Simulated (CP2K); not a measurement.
CdS in CP2K: convergence with smearing width

Crystal: CdS.

```xyz
2
Lattice="4.2612 0.0000 0.0000 -2.1306 3.6903 0.0000 0.0000 0.0000 5.8042" Properties=species:S:1:pos:R:3 pbc="T T T"
Cd    0.0000    0.0000    2.5695
S     2.1306    1.2301    2.5208
```

Measurements of this composition are mostly on another form, of space group No. 186.

```yaml
Program: CP2K 2026.2
Task: single point
Functional: PBE
Potentials_or_basis: POTENTIAL_UZH Cd GTH-PBE-q12, S GTH-PBE-q6; TZVP-MOLOPT-PBE-GTH basis
Density_cutoff: 6123 eV
k_mesh: 6 × 6 × 4
Occupations: fermi-dirac, width 0.5 eV
Spin: no spin polarisation
```

These are the settings of the first run; the series varies smearing width, with any setting tied to it.

Hardware: 1 thread of Arm Neoverse V1, on a shared host.

| smearing width | energy less the tightest run, at zero smearing (meV/atom) | pressure (GPa) | gap on the mesh (eV) | SCF cycles | CPU time (s) | peak memory (GiB) |
| --- | --- | --- | --- | --- | --- | --- |
| 0.5 eV | 29.21 | 0.55 | 1.522 | 18 | 14 | 0.33 |
| 0.3 eV | 5.15 | 0.18 | 1.484 | 19 | 15 | 0.33 |
| 0.2 eV | 1.17 | 0.09 | 1.474 | 19 | 15 | 0.33 |
| 0.1 eV | 0.02 | 0.06 | 1.471 | 18 | 14 | 0.33 |
| 0.05 eV | 0.00 | 0.06 | 1.471 | 18 | 14 | 0.33 |
| 0.025 eV | 0.00 | 0.06 | 1.471 | 18 | 14 | 0.33 |
| 0.01 eV | 0.00 | 0.06 | 1.471 | 18 | 14 | 0.33 |

Against the tightest run, the energy stays within 1 meV/atom from 0.1 eV on; the pressure stays within 0.1 GPa from 0.2 eV on; the gap on the mesh stays within 0.01 eV from 0.2 eV on. The tightest run that finished is the yardstick and may itself not be fully converged.

Caveat, for the tightest run too: the basis of atomic orbitals isn't converged, which shifts pressures, moduli and gaps.
